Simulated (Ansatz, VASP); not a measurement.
# C in VASP and in Ansatz

```
C
1.0
     4.22661    0.00000    0.00000
     0.00000    4.22661    0.00000
     0.00000    0.00000    1.27368
C
1
Direct
  0.50000 0.50000 0.50000
```

The cell was built by a generator and needn't be a form met in nature.

Alike in both runs: task single point; functional PBE; k mesh 6 × 6 × 20; occupations fermi-dirac, width 0.05 eV; no spin polarisation.

|  | VASP | Ansatz |
| --- | --- | --- |
| version | VASP 6.6.1 | Ansatz 0.2.0 |
| potentials or method | VASP PAW PBE potentials, release 64 (C) | Ansatz PAW |
| plane-wave cutoff (eV) | 520 | 420 |
| valence electrons in the cell | 4 | 4 |

VASP gave:

* gap on the k mesh at the Fermi level (eV): none
* pressure (GPa): 2.1
* largest component of the traceless stress (GPa): 5.13

Task: Estimate Ansatz's values.

Result: gap on the k mesh at the Fermi level (eV): none; pressure (GPa): 2.2; largest component of the traceless stress (GPa): 5.27.

A gap of «none» marks a metal or a gap that the smearing closes.
